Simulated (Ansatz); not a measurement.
# AlNi (Pm-3m) in Ansatz: further runs

One crystal, AlNi, is run at these levels: r2SCAN; tasks: single point, equation of state.

Program: Ansatz 0.2.0. These are calculated values, not measurements. Logs are shortened: lines on timing, memory, paths and dates and some standing lists are left out, and cuts for length are marked.

## Step 1: The crystal as given

The structure is cubic, space group Pm-3m (No. 221). Conventional cell: a = 2.881 Å, b = 2.881 Å, c = 2.881 Å, α = 90.00°, β = 90.00°, γ = 90.00°. Ni (site symmetry m-3m) is surrounded by 8 Al at 2.50 Å. Al (site symmetry m-3m) is surrounded by 8 Ni at 2.50 Å.

## Step 2: Single point, r2SCAN, collinear spin, ferromagnetic start, 11.24 Å³/atom (volume scaled by 0.94)

The input, input.yaml:

```yaml
crystal:
  lattice:
    - [2.8221875792, 0.0, 0.0]
    - [0.0, 2.8221875792, 0.0]
    - [0.0, 0.0, 2.8221875792]
  atoms:
    - { symbol: Ni, position: [0.5, 0.5, 0.5], spin: 1.0 }
    - { symbol: Al, position: [0.0, 0.0, 0.0] }
hamiltonian:
  xc: r2scan
  pseudopotentials: { kind: paw }
magnetization:
  spin_polarized: true
kpoints:
  mp_grid: { grid: [9, 9, 9] }
scf:
  occupations: { method: fermi_dirac, width: 0.05 }
output:
  forces: true
  stress: true
  eigenvalues: true
  write_density: true
  write_potential: true
  elf: true
  volumetric_format: npy
```

Potentials or basis: Ansatz PAW.

Started as:

```bash
> ansatz run input.yaml --threads 2 --pin off --max-ram 5632MiB --backend cpu --events-out ev --progress --plain --runs-dir out
```

The program printed:

```text
Warning: RAYON_NUM_THREADS=2 ignored (pool sized by the plan → 2); use --threads N
Engine: ansatz 0.2.0, x86_64-unknown-linux-gnu
Pseudopotentials: kind: paw
Pseudopotential: Ni, paw, valence charge 18, recommended cutoff 500 eV (meta_gga), Ni.paw.azcp
Pseudopotential: Al, paw, valence charge 3, recommended cutoff 500 eV (meta_gga), Al.paw.azcp
Functional definition: r2SCAN
  parameter k0 = 0.174
  parameter k1 = 0.065
  parameter a1 = 4.9479
  exchange = r2scan_x(k0 = k0, k1 = k1, a1 = a1)
  correlation = r2scan_c
Crystal: 2 atoms, lattice volume = 22.478 Å³
Basis set: ecut = 500 eV, 587 PW (Γ), exchange–correlation on 96×96×96 points (64 copies of the dense FFT grid, shifted against one another)
Bands: 15, of which v1, the nominal top of the filled ones, is band 11 counted from 1 (10 counted from 0)
Symmetry: 48 space group operations
Space group: Pm-3m (ITA 221), of the structure as read, at distance tolerance 2.8e-5 Å
Magnetic group: BNS 221.92 (UNI 1594), of the structure as read, at distance tolerance 2.8e-5 Å
k-points: 35 of 729
Non-local potential: Ni, projectors of the file, l = 0: 3, l = 1: 2, l = 2: 3, l = 3: 1
Non-local potential: Al, projectors of the file, l = 0: 2, l = 1: 2, l = 2: 1
PAW form: soft (Blöchl's): semilocal exchange-correlation on the pseudo side does not see the compensation charge
PAW frozen core: Ni, regenerated for the run's functional (the file was generated under x = pbe(κ = 0.804, μ = 0.2195149727645171), c = pbe(β = 0.06672455060314922))
PAW frozen core: Al, regenerated for the run's functional (the file was generated under x = pbe(κ = 0.804, μ = 0.2195149727645171), c = pbe(β = 0.06672455060314922))
PAW one-centre angular grid: Ni, 590 points (default); XC on 160 Gauss nodes
PAW one-centre angular grid: Al, 302 points (default); XC on 160 Gauss nodes
Initial density: superposition of atomic densities (chi_scale 0.1, normalization cell)
Starting moments: Σ|m| = 1 μB on 1 of 2 sites
Initial wavefunctions: pseudopotential atomic-orbital guess
Functional: x = r2scan, c = r2scan; τ floored in thin density (d = 2e-4 eV/Å³)
iter 1 solved again at ethr=2.57e-3 eV; its pass at ethr=3.10e-3 eV (dr2=5.40e-1 eV) is discarded
SCF iter   1: F=—  HF=-6385.401540 eV  |F-HF|=—  |Δ(HF+E_count)|=         —  Δρ=4.00e-2 (↑4.00e-2 ↓2.84e-2)  dr2=3.65e-1  dr2_τ=1.12e-2  dr2_m=1.28e-1  M=0.599 μB ∫|m|=0.772 μB  β_m=0.75  ethr=2.57e-3  ⟨swp⟩=3.0  Hψ=7417  notcnv=0
Mixer restart at iter 1: flushing history
preconditioner: auto → none  [metal: Δε(μ)=0.003 eV  Ē_g=10.467 eV  σ=0.050 eV  W_gap=0.01  n_scr=6 (ndim 8)  ℏωp=28.2 eV  f_vac=0.000  D(μ)=1.64/eV (n_scr^D=18)  sad-step TF]
SCF iter   2: F=—  HF=-6385.408228 eV  |F-HF|=—  |Δ(HF+E_count)|=   6.69e-3  Δρ=2.38e-2 (↑1.31e-2 ↓2.38e-2)  dr2=2.54e-1  dr2_τ=7.53e-4  dr2_m=1.60e-2  M=0.559 μB ∫|m|=0.730 μB  β_m=1.00  ethr=1.74e-3  ⟨swp⟩=4.3  Hψ=2287  notcnv=0  defer=1  κ⁻¹=1.0e0(r=1)
SCF iter   3: F=—  HF=-6385.909061 eV  |F-HF|=—  |Δ(HF+E_count)|=         —  Δρ=3.71e-2 (↑1.69e-2 ↓3.71e-2)  dr2=1.95e-1  dr2_τ=1.08e-3  dr2_m=1.27e-1  M=0.374 μB ∫|m|=0.495 μB  β_m=0.87  ethr=1.21e-3  ⟨swp⟩=2.0  Hψ=1894  notcnv=0  defer=15
Mixer restart at iter 3: flushing history
SCF iter   4: F=—  HF=-6386.304555 eV  |F-HF|=—  |Δ(HF+E_count)|=   3.95e-1  Δρ=1.67e-2 (↑1.07e-2 ↓1.67e-2)  dr2=5.88e-2  dr2_τ=3.67e-4  dr2_m=3.02e-2  M=0.312 μB ∫|m|=0.410 μB  β_m=1.00  ethr=9.27e-4  ⟨swp⟩=2.7  Hψ=1872  notcnv=0  defer=15  κ⁻¹=1.0e0(r=1)
SCF iter   5: F=—  HF=-6386.706597 eV  |F-HF|=—  |Δ(HF+E_count)|=   4.02e-1  Δρ=1.94e-2 (↑3.04e-3 ↓1.94e-2)  dr2=8.22e-2  dr2_τ=9.35e-5  dr2_m=1.73e-2  M=0.179 μB ∫|m|=0.254 μB  β_m=1.00  ethr=2.80e-4  ⟨swp⟩=2.9  Hψ=2205  notcnv=0  defer=19  κ⁻¹=4.6e-1(r=2)
SCF iter   6: F=—  HF=-6386.844286 eV  |F-HF|=—  |Δ(HF+E_count)|=   1.38e-1  Δρ=1.07e-2 (↑2.06e-3 ↓1.07e-2)  dr2=2.79e-2  dr2_τ=3.63e-5  dr2_m=4.36e-3  M=0.142 μB ∫|m|=0.202 μB  β_m=1.00  ethr=2.80e-4  ⟨swp⟩=2.6  Hψ=1744  notcnv=0  defer=19  κ⁻¹=6.3e-3(r=3)
SCF iter   7: F=—  HF=-6386.960892 eV  |F-HF|=—  |Δ(HF+E_count)|=   1.17e-1  Δρ=8.13e-3 (↑1.17e-3 ↓8.13e-3)  dr2=1.18e-2  dr2_τ=1.83e-5  dr2_m=3.32e-3  M=0.104 μB ∫|m|=0.143 μB  β_m=1.00  ethr=1.33e-4  ⟨swp⟩=2.3  Hψ=2344  notcnv=0  defer=22  κ⁻¹=2.6e-4(r=4)
SCF iter   8: F=—  HF=-6386.994111 eV  |F-HF|=—  |Δ(HF+E_count)|=   3.32e-2  Δρ=4.82e-3 (↑8.65e-4 ↓4.82e-3)  dr2=3.41e-3  dr2_τ=9.64e-6  dr2_m=1.38e-3  M=0.080 μB ∫|m|=0.108 μB  β_m=1.00  ethr=5.60e-5  ⟨swp⟩=1.9  Hψ=1563  notcnv=0  defer=22  κ⁻¹=1.5e-4(r=5)
SCF iter   9: F=—  HF=-6387.024685 eV  |F-HF|=—  |Δ(HF+E_count)|=   3.06e-2  Δρ=9.44e-4 (↑3.26e-4 ↓9.44e-4)  dr2=6.33e-5  dr2_τ=7.92e-7  dr2_m=7.87e-5  M=0.031 μB ∫|m|=0.041 μB  β_m=1.00  ethr=1.62e-5  ⟨swp⟩=2.0  Hψ=2056  notcnv=0  defer=22  κ⁻¹=3.8e-5(r=6)
SCF iter  10: F=—  HF=-6387.027741 eV  |F-HF|=—  |Δ(HF+E_count)|=   3.06e-3  Δρ=5.36e-4 (↑5.36e-4 ↓1.24e-4)  dr2=3.41e-5  dr2_τ=9.95e-8  dr2_m=2.03e-5  M=0.018 μB ∫|m|=0.025 μB  β_m=0.30  ethr=3.01e-7  ⟨swp⟩=2.0  Hψ=2035  notcnv=0  defer=22  κ⁻¹=1.2e-5(r=7)
SCF iter  11: F=—  HF=-6387.029025 eV  |F-HF|=—  |Δ(HF+E_count)|=   1.28e-3  Δρ=3.37e-4 (↑1.37e-4 ↓3.37e-4)  dr2=8.74e-6  dr2_τ=1.22e-7  dr2_m=1.04e-5  M=0.006 μB ∫|m|=0.009 μB  β_m=1.00  ethr=1.63e-7  ⟨swp⟩=2.1  Hψ=1792  notcnv=0  defer=24  κ⁻¹=7.5e-7(r=8)
SCF iter  12: F=—  HF=-6387.029133 eV  |F-HF|=—  |Δ(HF+E_count)|=   1.08e-4  Δρ=3.24e-4 (↑3.24e-4 ↓1.90e-4)  dr2=2.87e-6  dr2_τ=2.39e-8  dr2_m=1.36e-5  M=0.008 μB ∫|m|=0.011 μB  β_m=0.53  ethr=4.16e-8  ⟨swp⟩=2.0  Hψ=1764  notcnv=0  defer=24  κ⁻¹=3.2e-6(r=8)
SCF iter  13: F=—  HF=-6387.029452 eV  |F-HF|=—  |Δ(HF+E_count)|=   3.19e-4  Δρ=5.55e-5 (↑3.62e-5 ↓5.55e-5)  dr2=4.33e-7  dr2_τ=3.21e-9  dr2_m=2.06e-7  M=0.000 μB ∫|m|=0.000 μB  β_m=1.00  ethr=1.37e-8  ⟨swp⟩=3.0  Hψ=2416  notcnv=0  defer=24  κ⁻¹=2.7e-7(r=8)
SCF iter  14: F=—  HF=-6387.029450 eV  |F-HF|=—  |Δ(HF+E_count)|=   2.58e-6  Δρ=5.88e-5 (↑1.13e-5 ↓5.88e-5)  dr2=7.33e-7  dr2_τ=3.14e-9  dr2_m=1.33e-7  M=0.001 μB ∫|m|=0.001 μB  β_m=1.00  ethr=2.06e-9  ⟨swp⟩=2.0  Hψ=1801  notcnv=0  defer=24  κ⁻¹=1.1e-6(r=8)
SCF iter  15: F=—  HF=-6387.029451 eV  |F-HF|=—  |Δ(HF+E_count)|=   1.28e-6  Δρ=2.27e-5 (↑3.14e-6 ↓2.27e-5)  dr2=5.65e-8  dr2_τ=2.15e-10  dr2_m=3.26e-8  M=0.001 μB ∫|m|=0.001 μB  β_m=1.00  ethr=2.06e-9  ⟨swp⟩=2.1  Hψ=1435  notcnv=0  defer=24  κ⁻¹=6.0e-7(r=8)
SCF iter  16: F=—  HF=-6387.029453 eV  |F-HF|=—  |Δ(HF+E_count)|=   2.18e-6  Δρ=1.56e-5 (↑2.09e-6 ↓1.56e-5)  dr2=4.08e-8  dr2_τ=9.12e-11  dr2_m=1.04e-8  M=0.000 μB ∫|m|=0.000 μB  β_m=1.00  ethr=2.69e-10  ⟨swp⟩=2.0  Hψ=1788  notcnv=0  defer=24  κ⁻¹=1.0e-7(r=8)
SCF iter  17: F=—  HF=-6387.029453 eV  |F-HF|=—  |Δ(HF+E_count)|=   3.65e-7  Δρ=1.71e-6 (↑1.71e-6 ↓6.03e-7)  dr2=2.71e-10  dr2_τ=2.00e-12  dr2_m=2.61e-10  M=-0.000 μB ∫|m|=0.000 μB  β_m=1.00  ethr=1.95e-10  ⟨swp⟩=2.0  Hψ=1766  notcnv=0  defer=24  κ⁻¹=1.3e-7(r=8)
SCF iter  18: F=—  HF=-6387.029453 eV  |F-HF|=—  |Δ(HF+E_count)|=   1.35e-8  Δρ=3.39e-7 (↑1.66e-7 ↓3.39e-7)  dr2=2.93e-11  dr2_τ=4.32e-14  dr2_m=1.88e-12  M=-0.000 μB ∫|m|=0.000 μB  β_m=1.00  ethr=1.29e-12  ⟨swp⟩=2.8  Hψ=1959  notcnv=0  defer=24  κ⁻¹=2.1e-8(r=8)
SCF iter  19: F=-6387.029453 eV  HF=-6387.029453 eV  |F-HF|=1.27e-11  |Δ(HF+E_count)|=  1.18e-11  Δρ=3.71e-7 (↑3.03e-7 ↓3.71e-7)  dr2=7.65e-11  dr2_τ=1.05e-13  dr2_m=3.72e-13  M=-0.000 μB ∫|m|=0.000 μB  ethr=1.00e-12  ⟨swp⟩=5.9  Hψ=4996  notcnv=0
SCF 1 converged in 19 iterations: F = -6387.029453 eV  dr2 = 7.65e-11
WARN: the starting moments were not kept: the SCF closed with an absolute magnetisation of 7.3e-6 μB, where they sum to 1 μB in size (1 site). That is at most 0.1 of that sum. Measured as dr2_m measures the in/out step, that magnetisation stands 1.0e-10 eV from none, at or under the dr2_threshold of 1.0e-7 eV: it is no larger than a step whose dr2_m would equal this threshold. The system may hold no moment; this SCF shows only that its start led to no more than that. To try another start: raise the starting moments (crystal.atoms[].spin, magnetization.per_species, magnetization.initial_magnetization, or on a non-collinear deck that types none of these the spinor_matrix: blocks that start its atoms; where the total moment is fixed, keep their sum and leave initial_magnetization as it is; typed ones take the place of any that the run laid by itself, positive ones on a crystal's lanthanoids without a Hubbard term where scf.initial_density.shell_occupations: [] is typed) or, if the notice of its spin-set hold's release reads "site moments contracting" or "site moments show no strong build", lengthen the hold (scf.mixing.spin_hold: { on: { confirm: 4 } }; for m-r²SCAN on two components see the key's manual first). Each may lead to a state that holds a moment. A second SCF, from the converged charge density, with the starting moments and any scf.initial_density.shell_occupations laid on it anew, would have followed, and was not run: the deck does not ask for one (magnetization.retry_lost_moments is false, the default). To let it run, set magnetization.retry_lost_moments: true and run the deck again, where that key's refused combinations let it; where memory then withholds it, that run's warning says so.
this state was not tested for a lower state beside it, because the mixer in use, unlike msr1, does not test its closes by its own steps (another_mixer; see scf.mixing.algorithm and scf.lower_state_search)
SCF converged after 19 iterations
Magnetization: -0.0000 μB (10.5000 up, 10.5000 down)
Absolute magnetization: 0.0000 μB (∫|ρ↑−ρ↓|, with the PAW one-centre terms)
Spin contamination: 0.0000 ħ² per cell (⟨S²⟩ above its minimum at these occupations)
Per-site moments (μB) at R_I (Å): [(-5.980697080961327e-6, 1.0081855318557444), (-4.492813725000898e-7, 1.0081855318557444)]
Free energy (F): -6387.029453 eV
Harris-Foulkes:  -6387.029453 eV  (|F-HF|=1.27e-11)
Internal energy: -6387.023529 eV  (E = F + TS)
E sigma→0 (E₀):  -6387.026491 eV
Entropy (-TS):   -0.005924 eV (-2.962 meV/atom)
Fermi energy:    14.980898 eV
--- Per-component energies (eV) ---
  E_band       = -342.755615
  E_kinetic    = 313.344899
  E_local      = -4367.552624  (includes V_loc(G=0)·N_el)
  E_nonlocal   = 651.839281
  E_hartree    = 1885.804499
  E_xc         = -118.190049
  E_vxc        = -152.569275  (∫ρ·V_xc dr)
  E_paw        = -2120.579525  (= ΣΔE_a)
  E_vpaw       = -569.955071  (= ΣTr[D̂ρ^β])
  E_aug_tail   = 0.000228  (compensation charges beyond the density's cutoff)
  E_vtau       = 10.528716  (kinetic-family band-sum trace: ∫τ·v_τ [+ j·A + Jᵃ·Aᵃ] dr)
  E_ewald      = -2631.330061
  E_core_change = -0.360177  (= ΣΔE_core)
  E_smearing   = -0.005924  (= −TS)
  E_closure    = -0.000000  (closes the sum)
  Σ components = -6387.029453   (vs F -6387.029453, Δ=0.00e0)
--- Forces (eV/Å), atoms counted from 1 ---
  atom   1  Ni     0.00000000     0.00000000     0.00000000
  atom   2  Al    -0.00000000     0.00000000     0.00000000
  max |Σ_I F_I| component: 7.63e-30 eV/Å
--- Stress (GPa, compression-positive) ---
        8.308567       0.000000       0.000000
        0.000000       8.308567       0.000000
        0.000000       0.000000       8.308567
  P = ⅓ Tr σ = 8.3086 GPa (83.086 kbar)
--- Band table (eV; the first three rows and the last of 70) ---
  k-point 0 ↑: bands = ["-92.1832", "-51.1055", "-51.1055", "-51.1055", "2.7115", "11.2532", "11.2532", "13.1895", "13.1895", "13.1895", "21.0773", "21.0773", "21.0773", "23.5278", "23.5278"]
  k-point 1 ↑: bands = ["-92.1829", "-51.1092", "-51.1052", "-51.1052", "2.9612", "11.2253", "11.3154", "13.0822", "13.0822", "13.2011", "18.9781", "21.4014", "21.4014", "23.5343", "25.4372"]
  k-point 2 ↑: bands = ["-92.1823", "-51.1187", "-51.1044", "-51.1044", "3.7004", "10.9779", "11.4774", "12.8304", "12.8304", "13.2308", "16.4267", "22.3059", "22.3059", "23.5526", "27.4533"]
  k-point 34 ↓: bands = ["-92.1771", "-51.1306", "-51.1306", "-51.1306", "10.1274", "10.3676", "10.3676", "13.6883", "13.6883", "15.6021", "16.8847", "16.8847", "19.5611", "20.2618", "20.2618"]
```

Wall time 10 s (2 threads of AMD EPYC (Zen 3), shared host); peak memory 0.39 GiB.

What came out:

```
Free energy            : -6387.0295 eV
Pressure               : 8.3 GPa
Band gap on the k mesh : none (metal or under the smearing width)
Net moment             : 0.00 μB per cell
Absolute moment        : 0.00 μB per cell
```

Caveat: the magnetic or orbital state may not be the lowest; the PAW data sets come from PBE, with cores solved anew for the run's functional, which leaves a small shift of forces and pressure; the starting moments weren't kept.

## Step 3: Single point, r2SCAN, collinear spin, ferromagnetic start, 11.48 Å³/atom (volume scaled by 0.96)

input.yaml, as its differences from that of step 2:

```diff
@@ -2,5 +2,5 @@
   lattice:
-    - [2.8221875792, 0.0, 0.0]
-    - [0.0, 2.8221875792, 0.0]
-    - [0.0, 0.0, 2.8221875792]
+    - [2.8420627945, 0.0, 0.0]
+    - [0.0, 2.8420627945, 0.0]
+    - [0.0, 0.0, 2.8420627945]
   atoms:
```

Potentials or basis: Ansatz PAW.

Started as:

```bash
> ansatz run input.yaml --threads 2 --pin off --max-ram 5632MiB --backend cpu --events-out ev --progress --plain --runs-dir out
```

It took 13 s on 2 threads of AMD EPYC (Zen 3), shared host; peak memory 0.39 GiB.

Results (log left out):

| Property | Result |
| --- | --- |
| Free energy | -6387.0478 eV |
| Pressure | 4.0 GPa |
| Band gap on the k mesh | none (metal or under the smearing width) |
| Net moment | 0.00 μB per cell |
| Absolute moment | 0.00 μB per cell |

Caveat: the magnetic or orbital state may not be the lowest; the PAW data sets come from PBE, with cores solved anew for the run's functional, which leaves a small shift of forces and pressure; the starting moments weren't kept.

## Step 4: Single point, r2SCAN, collinear spin, ferromagnetic start, 11.72 Å³/atom (volume scaled by 0.98)

input.yaml, as its differences from that of step 3:

```diff
@@ -2,5 +2,5 @@
   lattice:
-    - [2.8420627945, 0.0, 0.0]
-    - [0.0, 2.8420627945, 0.0]
-    - [0.0, 0.0, 2.8420627945]
+    - [2.8616638469, 0.0, 0.0]
+    - [0.0, 2.8616638469, 0.0]
+    - [0.0, 0.0, 2.8616638469]
   atoms:
@@ -21,5 +21 @@
   eigenvalues: true
-  write_density: true
-  write_potential: true
-  elf: true
-  volumetric_format: npy
```

Started as:

```bash
> ansatz run input.yaml --threads 2 --pin off --max-ram 5632MiB --backend cpu --events-out ev --progress --plain --runs-dir out
```

Run time: 14 s. Hardware: 2 threads of AMD EPYC (Zen 3), shared host; peak memory 0.39 GiB.

Results (log left out):

```yaml
Free_energy: -6387.0540 eV
Pressure: 0.2 GPa
Band_gap_on_the_k_mesh: none (metal or under the smearing width)
Net_moment: 0.00 μB per cell
Absolute_moment: 0.00 μB per cell
```

Caveat: the magnetic or orbital state may not be the lowest; the PAW data sets come from PBE, with cores solved anew for the run's functional, which leaves a small shift of forces and pressure; the starting moments weren't kept.

## Step 5: Single point, r2SCAN, collinear spin, ferromagnetic start, 11.96 Å³/atom

input.yaml, as its differences from that of step 4:

```diff
@@ -2,5 +2,5 @@
   lattice:
-    - [2.8616638469, 0.0, 0.0]
-    - [0.0, 2.8616638469, 0.0]
-    - [0.0, 0.0, 2.8616638469]
+    - [2.881, 0.0, 0.0]
+    - [0.0, 2.881, 0.0]
+    - [0.0, 0.0, 2.881]
   atoms:
@@ -21 +21,5 @@
   eigenvalues: true
+  write_density: true
+  write_potential: true
+  elf: true
+  volumetric_format: npy
```

Started as:

```bash
> ansatz run input.yaml --threads 2 --pin off --max-ram 5632MiB --backend cpu --events-out ev --progress --plain --runs-dir out
```

Wall time 16 s (2 threads of AMD EPYC (Zen 3), shared host); peak memory 0.4 GiB.

Results (log left out):

```
Free energy            : -6387.0493 eV
Pressure               : -3.2 GPa
Band gap on the k mesh : none (metal or under the smearing width)
Net moment             : 0.00 μB per cell
Absolute moment        : 0.00 μB per cell
```

Caveat: the magnetic or orbital state may not be the lowest; the PAW data sets come from PBE, with cores solved anew for the run's functional, which leaves a small shift of forces and pressure; the starting moments weren't kept.

## Step 6: Single point, r2SCAN, collinear spin, ferromagnetic start, 12.20 Å³/atom (volume scaled by 1.02)

input.yaml, as its differences from that of step 5:

```diff
@@ -2,5 +2,5 @@
   lattice:
-    - [2.881, 0.0, 0.0]
-    - [0.0, 2.881, 0.0]
-    - [0.0, 0.0, 2.881]
+    - [2.9000800262, 0.0, 0.0]
+    - [0.0, 2.9000800262, 0.0]
+    - [0.0, 0.0, 2.9000800262]
   atoms:
```

Potentials or basis: Ansatz PAW.

Started as:

```bash
> ansatz run input.yaml --threads 2 --pin off --max-ram 5632MiB --backend cpu --events-out ev --progress --plain --runs-dir out
```

Run time: 14 s. Hardware: 2 threads of AMD EPYC (Zen 3), shared host; peak memory 0.4 GiB.

The run converged. Its results:

```
Free energy            : -6387.0350 eV
Pressure               : -6.3 GPa
Band gap on the k mesh : none (metal or under the smearing width)
Net moment             : 0.00 μB per cell
Absolute moment        : 0.00 μB per cell
```

Caveat: the magnetic or orbital state may not be the lowest; the PAW data sets come from PBE, with cores solved anew for the run's functional, which leaves a small shift of forces and pressure; the starting moments weren't kept.

## Step 7: Single point, r2SCAN, collinear spin, ferromagnetic start, 12.43 Å³/atom (volume scaled by 1.04)

input.yaml, as its differences from that of step 6:

```diff
@@ -2,5 +2,5 @@
   lattice:
-    - [2.9000800262, 0.0, 0.0]
-    - [0.0, 2.9000800262, 0.0]
-    - [0.0, 0.0, 2.9000800262]
+    - [2.9189122424, 0.0, 0.0]
+    - [0.0, 2.9189122424, 0.0]
+    - [0.0, 0.0, 2.9189122424]
   atoms:
@@ -21,5 +21 @@
   eigenvalues: true
-  write_density: true
-  write_potential: true
-  elf: true
-  volumetric_format: npy
```

Started as:

```bash
> ansatz run input.yaml --threads 2 --pin off --max-ram 5632MiB --backend cpu --events-out ev --progress --plain --runs-dir out
```

It took 15 s on 2 threads of AMD EPYC (Zen 3), shared host; peak memory 0.4 GiB.

Results (log left out):

| Item | Value |
| --- | --- |
| Free energy | -6387.0118 eV |
| Pressure | -9.1 GPa |
| Band gap on the k mesh | none (metal or under the smearing width) |
| Net moment | 0.00 μB per cell |
| Absolute moment | 0.00 μB per cell |

Caveat: the magnetic or orbital state may not be the lowest; the PAW data sets come from PBE, with cores solved anew for the run's functional, which leaves a small shift of forces and pressure; the starting moments weren't kept.

## Step 8: Single point, r2SCAN, collinear spin, ferromagnetic start, 12.67 Å³/atom (volume scaled by 1.06)

input.yaml, as its differences from that of step 7:

```diff
@@ -2,5 +2,5 @@
   lattice:
-    - [2.9189122424, 0.0, 0.0]
-    - [0.0, 2.9189122424, 0.0]
-    - [0.0, 0.0, 2.9189122424]
+    - [2.9375045414, 0.0, 0.0]
+    - [0.0, 2.9375045414, 0.0]
+    - [0.0, 0.0, 2.9375045414]
   atoms:
```

Started as:

```bash
> ansatz run input.yaml --threads 2 --pin off --max-ram 5632MiB --backend cpu --events-out ev --progress --plain --runs-dir out
```

Run time: 17 s. Hardware: 2 threads of AMD EPYC (Zen 3), shared host; peak memory 0.4 GiB.

The run converged. Its results:

* Free energy: -6386.9809 eV
* Pressure: -11.6 GPa
* Band gap on the k mesh: none (metal or under the smearing width)
* Net moment: 0.00 μB per cell
* Absolute moment: 0.00 μB per cell

Caveat: the magnetic or orbital state may not be the lowest; the PAW data sets come from PBE, with cores solved anew for the run's functional, which leaves a small shift of forces and pressure; the starting moments weren't kept.

## Step 9: Equation of state, r2SCAN, collinear spin, ferromagnetic start

Potentials or basis: Ansatz PAW.

This step only gathers the single runs of the series.

What came out:

* Equilibrium volume: 11.73 Å³/atom
* Bulk modulus: 177 GPa
* Pressure derivative of the bulk modulus: 4.3

Energy against volume, from the lowest point:
```csv
volume (Å³/atom),energy (meV/atom)
11.239,12.26
11.478,3.11
11.717,0.00
11.956,2.32
12.196,9.51
12.435,21.07
12.674,36.56
```

Caveat: the magnetic or orbital state may not be the lowest; the PAW data sets were made with another functional, which shifts forces and pressure a little.
